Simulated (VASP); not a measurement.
# MoS2 in VASP: equation of state

How stiff is MoS2 in PBEsol, and what volume does it want? The cell is scaled to several volumes.

Program: VASP 6.6.1. These are calculated values, not measurements. Logs are shortened: lines on timing, memory, paths and dates and some standing lists are left out, and cuts for length are marked.

### Step 1. The slab as given

The cell holds a slab with vacuum, 9 atoms: a = 3.184 Å, b = 3.184 Å, c = 28.387 Å, α = 90.00°, β = 90.00°, γ = 120.00°.

### Step 2. Equation of state, PBEsol, 26.03 Å³/atom (volume scaled by 0.94)

The input, INCAR:

```
PREC = Accurate
ENCUT = 520
EDIFF = 1E-7
ISMEAR = -1
SIGMA = 0.05
LREAL = F
LASPH = T
NELM = 60
ALGO = Normal
ISIF = 2
LWAVE = F
LCHARG = F
GGA = PS
NBANDS = 49
KPAR = 4
```

The input, KPOINTS:

```
regular mesh
0
Gamma
  10 10 1
```

The input, POSCAR:

```
MoS2
1.0
    3.1190173719      0.0000000000      0.0000000000
   -1.5595086859      2.7011482788      0.0000000000
    0.0000000000      0.0000000000     27.8078241397
Mo S
3 6
Direct
    0.3333333333      0.6666666667      0.2281647700
    0.3333333333      0.6666666667      0.7718352300
    0.6666666667      0.3333333333      0.0000000000
    0.6666666667      0.3333333333      0.1734930900
    0.6666666667      0.3333333333      0.7171875100
    0.3333333333      0.6666666667      0.9453341200
    0.6666666667      0.3333333333      0.2828124900
    0.6666666667      0.3333333333      0.8265069100
    0.3333333333      0.6666666667      0.0546658800
```

Potentials or basis: VASP PAW PBE potentials, release 64 (Mo_sv, S).

On the command line:

```bash
$ cat potpaw_PBE.64/Mo_sv/POTCAR potpaw_PBE.64/S/POTCAR > POTCAR
$ mpirun -np 4 vasp_std > vasp.out
```

OUTCAR:

```text
PREC = Accurate
   ENCUT = 520
   EDIFF = 1E-7
   ISMEAR = -1
   LREAL = F
   LASPH = T
   NELM = 60
   ISIF = 2
   GGA = PS

 Found     14 irreducible k-points:

 Following reciprocal coordinates:
            Coordinates               Weight
  0.000000  0.000000  0.000000      1.000000
  0.100000  0.000000  0.000000      6.000000
  0.200000  0.000000  0.000000      6.000000
  0.300000 -0.000000  0.000000      6.000000
  0.400000  0.000000  0.000000      6.000000
  0.500000  0.000000  0.000000      3.000000
   k-points           NKPTS =     14   k-points in BZ     NKDIM =     14   number of bands    NBANDS=     49
   number of dos      NEDOS =    301   number of ions     NIONS =      9
   total plane-waves  NPLWV = 120960
   dimension x,y,z NGX =    24 NGY =   24 NGZ =  210
   dimension x,y,z NGXF=    48 NGYF=   48 NGZF=  420
   ions per type =               3   6
   NGX,Y,Z   is equivalent  to a cutoff of  12.79, 12.79, 12.55 a.u.
   NGXF,Y,Z  is equivalent  to a cutoff of  25.58, 25.58, 25.11 a.u.
 SYSTEM =  unknown system
   PREC   = accura    normal or accurate (medium, high low for compatibility)
   ISTART =      0    job   : 0-new  1-cont  2-samecut
   ICHARG =      2    charge: 1-file 2-atom 10-const
   ISPIN  =      1    spin polarized calculation?
   LNONCOLLINEAR =      F non collinear calculations
   LSORBIT =      F    spin-orbit coupling
   LASPH  =      T    aspherical Exc in radial PAW
   ENCUT  =  520.0 eV  38.22 Ry    6.18 a.u.   5.80  5.80 51.70*2*pi/ulx,y,z
   NELM   =     60;   NELMIN=  2; NELMDL= -5     # of ELM steps
   EDIFF  = 0.1E-06   stopping-criterion for ELM
   LREAL  =      F    real-space projection
   EDIFFG = 0.1E-05   stopping-criterion for IOM
   NSW    =      0    number of steps for IOM
   IBRION =     -1    ionic relax: 0-MD 1-quasi-New 2-CG
   NFREE  =      0    steps in history (QN), initial steepest desc. (CG)
   ISIF   =      2    stress and relaxation
   ISYM   =      2    0-nonsym 1-usesym 2-fastsym
   POTIM  = 0.5000    time-step for ionic-motion
   TEBEG  =    0.0;   TEEND  =   0.0 temperature during run
   PSTRESS=    0.0 pullay stress
   NELECT =      78.0000    total number of electrons
   NUPDOWN=      -1.0000    fix difference up-down
   EMIN   =  10.00;   EMAX   =-10.00  energy-range for DOS
   EFERMI =   0.00;   METHOD = LEGACY
   ISMEAR =    -1;   SIGMA  =   0.05  broadening in eV -4-tet -1-fermi 0-gaus
   EFERMI_NEDOS =   21; number of points for ismear=-14 and -15
   IALGO  =     38    algorithm
   IMIX   =      4    mixing-type and parameters
     AMIX     =   0.40;   BMIX     =  1.00
     AMIX_MAG =   1.60;   BMIX_MAG =  1.00
  volume/ion in A,a.u.               =      26.03       175.67
  Fermi-wavevector in a.u.,A,eV,Ry     =   1.134650  2.144178 17.516560  1.287431
  Thomas-Fermi vector in A             =   2.271354
   LORBIT       =      0    0 simple, 1 ext, 2 COOP (PROOUT), +10 PAW based schemes
   GGA     = PS    functional components
   LHFCALC =     F    Hartree Fock is set to
   AEXX    =    0.0000 exact exchange contribution
   IVDW    =     0    specifies the selected vdW correction
   LEPSILON=     F    determine dielectric tensor
   LRPA    =     F    only Hartree local field effects (RPA)
 non-spin polarized calculation
  energy-cutoff  :      520.00
  volume of cell :      234.28
 maximum number of plane-waves:      6360
 NGX is ok and might be reduce to    24
   NGX = 11   NGY = 11   NGZ =103

 number of electron      78.0000010 magnetization

 Free energy of the ion-electron system (eV)
  ---------------------------------------------------
  ext. energy  EPLUGINS =         0.00000000
  ---------------------------------------------------
  free energy    TOTEN  =       -70.18302589 eV

  energy without entropy =      -70.18302571  energy(sigma->0) =      -70.18302580

 E-fermi :   3.8614     XC(G=0):  -7.7391

 val. band max:        3.2555616574   @ k =   0.0000   0.0000   0.0000
 cond. band min:       4.6034416714   @ k =   0.2000   0.2000   0.0000
 fundamental gap:      1.3478800140
 Fermi energy:         3.8613764273

 k-point     1 :       0.0000    0.0000    0.0000
  band No.  band energies     occupation
      1     -57.9303      2.00000
      2     -57.9293      2.00000
      3     -57.9293      2.00000
      4     -32.1760      2.00000
      5     -32.1750      2.00000
      6     -32.1750      2.00000
[... 41 lines left out ...]
     48       6.0816      0.00000
     49       6.0989      0.00000

 k-point     2 :       0.1000    0.0000    0.0000
  band No.  band energies     occupation
      1     -57.9255      2.00000
      2     -57.9244      2.00000
      3     -57.9244      2.00000
      4     -32.1665      2.00000
      5     -32.1655      2.00000
      6     -32.1655      2.00000
[... 41 lines left out ...]
     48       5.9274      0.00000
     49       5.9876      0.00000

 k-point     3 :       0.2000    0.0000    0.0000
  band No.  band energies     occupation
      1     -57.9128      2.00000
      2     -57.9117      2.00000
      3     -57.9117      2.00000
      4     -32.1417      2.00000
      5     -32.1407      2.00000
      6     -32.1407      2.00000
[... 41 lines left out ...]
     48       5.8211      0.00000
     49       6.5644      0.00000

 k-point     4 :       0.3000   -0.0000    0.0000
  band No.  band energies     occupation
      1     -57.8970      2.00000
      2     -57.8959      2.00000
      3     -57.8959      2.00000
      4     -32.2081      2.00000
      5     -32.2069      2.00000
      6     -32.2069      2.00000
[... 41 lines left out ...]
     48       6.4830      0.00000
     49       7.0246      0.00000

 k-point     5 :       0.4000    0.0000    0.0000
  band No.  band energies     occupation
      1     -57.8842      2.00000
      2     -57.8831      2.00000
      3     -57.8831      2.00000
      4     -32.3252      2.00000
      5     -32.3240      2.00000
      6     -32.3240      2.00000
[... 41 lines left out ...]
     48       6.9773      0.00000
     49       7.2886      0.00000

 k-point     6 :       0.5000    0.0000    0.0000
  band No.  band energies     occupation
      1     -57.8793      2.00000
      2     -57.8783      2.00000
      3     -57.8783      2.00000
      4     -32.3694      2.00000
      5     -32.3682      2.00000
      6     -32.3682      2.00000
[... 41 lines left out ...]
     48       7.0916      0.00000
     49       7.3509      0.00000

 [... further k-points ...]

------------------------ aborting loop because EDIFF is reached ----------------------------------------

  FORCE on cell =-STRESS in cart. coord.  units (eV):
  Direction    XX          YY          ZZ          XY          YZ          ZX
  --------------------------------------------------------------------------------------
  -------------------------------------------------------------------------------------
  Total        5.2079639      5.2079639      8.6290759      0.0000000      0.0000000     -0.0000000
  in kB       35.6160144     35.6160144     59.0121783      0.0000000      0.0000000     -0.0000000
  external PRESSURE =      43.4147357 kB  Pullay stress =       0.0000000 kB

 VOLUME and BASIS-vectors are now :
 -----------------------------------------------------------------------------
  energy-cutoff  :      520.00
  volume of cell :      234.28
      direct lattice vectors                 reciprocal lattice vectors
     3.119017372  0.000000000  0.000000000     0.320613796  0.185106462  0.000000000
    -1.559508686  2.701148279  0.000000000     0.000000000  0.370212923  0.000000000
     0.000000000  0.000000000 27.807824140     0.000000000  0.000000000  0.035961102

 POSITION                                       TOTAL-FORCE (eV/Angst)
 -----------------------------------------------------------------------------------
     -0.00000      1.80077      6.34477        -0.000000     -0.000000      0.002929
     -0.00000      1.80077     21.46306        -0.000000     -0.000000     -0.002929
      1.55951      0.90038      0.00000        -0.000000     -0.000000     -0.000000
      1.55951      0.90038      4.82447         0.000000     -0.000000     -0.974306
      1.55951      0.90038     19.94342         0.000000      0.000000     -0.960623
     -0.00000      1.80077     26.28768        -0.000000      0.000000     -0.974803
      1.55951      0.90038      7.86440         0.000000      0.000000      0.960623
      1.55951      0.90038     22.98336         0.000000     -0.000000      0.974306
     -0.00000      1.80077      1.52014        -0.000000      0.000000      0.974803
 -----------------------------------------------------------------------------------
    total drift:                                0.000000     -0.000000      0.000000

  FREE ENERGIE OF THE ION-ELECTRON SYSTEM (eV)
  ---------------------------------------------------
  free  energy   TOTEN  =       -70.1830258865 eV

  energy  without entropy=      -70.1830257058  energy(sigma->0) =      -70.18302580
```

OSZICAR:

```text
N       E                     dE             d eps       ncg     rms          rms(c)
DAV:   1     0.683234592982E+03    0.68323E+03   -0.42947E+04  1604   0.143E+03
DAV:   2    -0.295743719671E+02   -0.71281E+03   -0.68969E+03  1669   0.364E+02
DAV:   3    -0.728623121556E+02   -0.43288E+02   -0.42461E+02  1720   0.798E+01
[... 17 lines left out ...]
DAV:  21    -0.701830193465E+02   -0.63059E-05   -0.13506E-07  1104   0.120E-03    0.239E-03
DAV:  22    -0.701830235138E+02   -0.41673E-05   -0.86357E-08  1080   0.916E-04    0.620E-04
DAV:  23    -0.701830255587E+02   -0.20449E-05   -0.50904E-08  1032   0.463E-04    0.286E-04
DAV:  24    -0.701830258219E+02   -0.26315E-06   -0.81502E-09   992   0.262E-04    0.117E-04
DAV:  25    -0.701830258865E+02   -0.64648E-07   -0.38748E-09   888   0.179E-04
   1 F= -.70183026E+02 E0= -.70183026E+02  d E =-.180721E-06
```

stdout:

```text
POSCAR found type information on POSCAR MoS
 POSCAR found :  2 types and       9 ions
 scaLAPACK will be used
 -----------------------------------------------------------------------------
|                                                                             |
|                                                                             |
|     You enforced a specific xc type in the INCAR file but a different       |
|     I HOPE YOU KNOW WHAT YOU ARE DOING!                                     |
|                                                                             |
 -----------------------------------------------------------------------------

 LDA part: xc-table for (Slater+PW92), standard interpolation
 POSCAR, INCAR and KPOINTS ok, starting setup
 FFT: planning ... GRIDC
 FFT: planning ... GRID_SOFT
 FFT: planning ... GRID
 WAVECAR not read
 entering main loop
```

Run time: 2.6 min. Hardware: 4 MPI ranks of Intel Xeon Platinum 8375C at 2.90GHz (Ice Lake), shared host; peak memory 0.39 GiB.

Results:

```
Free energy            : -70.1830 eV
Largest force          : 0.975 eV/Å
Band gap on the k mesh : 1.35 eV, indirect (least direct gap 2.05 eV)
```

Caveat: the PAW data sets were made with another functional, which shifts forces and pressure a little.

### Step 3. Equation of state, PBEsol, 26.58 Å³/atom (volume scaled by 0.96)

INCAR is that of step 2.

KPOINTS is that of step 2.

POSCAR, as its differences from that of step 2:

```diff
@@ -2,5 +2,5 @@
 1.0
-    3.1190173719      0.0000000000      0.0000000000
-   -1.5595086859      2.7011482788      0.0000000000
-    0.0000000000      0.0000000000     27.8078241397
+    3.1409830066      0.0000000000      0.0000000000
+   -1.5704915033      2.7201710765      0.0000000000
+    0.0000000000      0.0000000000     28.0036603395
 Mo S
```

Potentials or basis: VASP PAW PBE potentials, release 64 (Mo_sv, S).

On the command line:

```bash
$ cat potpaw_PBE.64/Mo_sv/POTCAR potpaw_PBE.64/S/POTCAR > POTCAR
$ mpirun -np 4 vasp_std > vasp.out
```

It took 2.7 min on 4 MPI ranks of Intel Xeon Platinum 8375C at 2.90GHz (Ice Lake), shared host; peak memory 0.42 GiB.

It converged, with:

- Free energy: -70.2815 eV
- Largest force: 0.580 eV/Å
- Band gap on the k mesh: 1.35 eV, indirect (least direct gap 1.99 eV)

Caveat: the PAW data sets were made with another functional, which shifts forces and pressure a little.

### Step 4. Equation of state, PBEsol, 27.14 Å³/atom (volume scaled by 0.98)

INCAR is that of step 3.

KPOINTS is that of step 3.

POSCAR, as its differences from that of step 3:

```diff
@@ -2,5 +2,5 @@
 1.0
-    3.1409830066      0.0000000000      0.0000000000
-   -1.5704915033      2.7201710765      0.0000000000
-    0.0000000000      0.0000000000     28.0036603395
+    3.1626456429      0.0000000000      0.0000000000
+   -1.5813228214      2.7389314699      0.0000000000
+    0.0000000000      0.0000000000     28.1967951345
 Mo S
```

On the command line:

```bash
$ cat potpaw_PBE.64/Mo_sv/POTCAR potpaw_PBE.64/S/POTCAR > POTCAR
$ mpirun -np 4 vasp_std > vasp.out
```

It took 2.3 min on 4 MPI ranks of Intel Xeon Platinum 8375C at 2.90GHz (Ice Lake), shared host; peak memory 0.42 GiB.

The run converged. Its results:

```
Free energy            : -70.3092 eV
Largest force          : 0.214 eV/Å
Band gap on the k mesh : 1.33 eV, indirect (least direct gap 1.94 eV)
```

Caveat: the PAW data sets were made with another functional, which shifts forces and pressure a little.

### Step 5. Equation of state, PBEsol, 28.25 Å³/atom (volume scaled by 1.02)

INCAR is that of step 4.

KPOINTS is that of step 4.

POSCAR, as its differences from that of step 4:

```diff
@@ -2,5 +2,5 @@
 1.0
-    3.1626456429      0.0000000000      0.0000000000
-   -1.5813228214      2.7389314699      0.0000000000
-    0.0000000000      0.0000000000     28.1967951345
+    3.2051023285      0.0000000000      0.0000000000
+   -1.6025511642      2.7757000382      0.0000000000
+    0.0000000000      0.0000000000     28.5753207742
 Mo S
```

On the command line:

```bash
$ cat potpaw_PBE.64/Mo_sv/POTCAR potpaw_PBE.64/S/POTCAR > POTCAR
$ mpirun -np 4 vasp_std > vasp.out
```

Wall time 2.3 min (4 MPI ranks of Intel Xeon Platinum 8375C at 2.90GHz (Ice Lake), shared host); peak memory 0.42 GiB.

It converged, with:

```
Free energy            : -70.1810 eV
Largest force          : 0.462 eV/Å
Band gap on the k mesh : 1.28 eV, indirect (least direct gap 1.83 eV)
```

Caveat: the PAW data sets were made with another functional, which shifts forces and pressure a little.

### Step 6. Equation of state, PBEsol, 28.80 Å³/atom (volume scaled by 1.04)

INCAR is that of step 5.

KPOINTS is that of step 5.

POSCAR, as its differences from that of step 5:

```diff
@@ -2,5 +2,5 @@
 1.0
-    3.2051023285      0.0000000000      0.0000000000
-   -1.6025511642      2.7757000382      0.0000000000
-    0.0000000000      0.0000000000     28.5753207742
+    3.2259152645      0.0000000000      0.0000000000
+   -1.6129576322      2.7937245694      0.0000000000
+    0.0000000000      0.0000000000     28.7608800046
 Mo S
```

Potentials or basis: VASP PAW PBE potentials, release 64 (Mo_sv, S).

On the command line:

```bash
$ cat potpaw_PBE.64/Mo_sv/POTCAR potpaw_PBE.64/S/POTCAR > POTCAR
$ mpirun -np 4 vasp_std > vasp.out
```

Run time: 2.5 min. Hardware: 4 MPI ranks of Intel Xeon Platinum 8375C at 2.90GHz (Ice Lake), shared host; peak memory 0.41 GiB.

Results (log left out):

* Free energy: -70.0375 eV
* Largest force: 0.753 eV/Å
* Band gap on the k mesh: 1.26 eV, indirect (least direct gap 1.79 eV)

Caveat: the PAW data sets were made with another functional, which shifts forces and pressure a little.

### Step 7. Equation of state, PBEsol, 29.35 Å³/atom (volume scaled by 1.06)

INCAR is that of step 6.

KPOINTS is that of step 6.

POSCAR, as its differences from that of step 6:

```diff
@@ -2,5 +2,5 @@
 1.0
-    3.2259152645      0.0000000000      0.0000000000
-   -1.6129576322      2.7937245694      0.0000000000
-    0.0000000000      0.0000000000     28.7608800046
+    3.2464630495      0.0000000000      0.0000000000
+   -1.6232315247      2.8115194732      0.0000000000
+    0.0000000000      0.0000000000     28.9440752623
 Mo S
```

On the command line:

```bash
$ cat potpaw_PBE.64/Mo_sv/POTCAR potpaw_PBE.64/S/POTCAR > POTCAR
$ mpirun -np 4 vasp_std > vasp.out
```

It took 3.1 min on 4 MPI ranks of Intel Xeon Platinum 8375C at 2.90GHz (Ice Lake), shared host; peak memory 0.42 GiB.

The run converged. Its results:

| Property | Result |
| --- | --- |
| Free energy | -69.8485 eV |
| Largest force | 1.022 eV/Å |
| Band gap on the k mesh | 1.24 eV, indirect (least direct gap 1.74 eV) |

Caveat: the PAW data sets were made with another functional, which shifts forces and pressure a little.

### Step 8. Equation of state, PBEsol

Potentials or basis: VASP PAW PBE potentials, release 64 (Mo_sv, S).

No new run: the results of the series are fitted here.

What came out:

| Item | Value |
| --- | --- |
| Equilibrium volume | 27.09 Å³/atom |
| Bulk modulus at fixed shape and positions | 101 GPa |
| Pressure derivative of the bulk modulus | 4.4 |

Energy against volume, from the lowest point:
```tsv
volume (Å³/atom)	energy (meV/atom)
26.031	14.02
26.585	3.07
27.139	0.00
27.693	3.97
28.246	14.25
28.800	30.19
29.354	51.19
```

Caveat: the cell was scaled at fixed shape and fractional positions, which overstates the stiffness of a crystal with free parameters, most of all of layers and chains; the PAW data sets were made with another functional, which shifts forces and pressure a little.
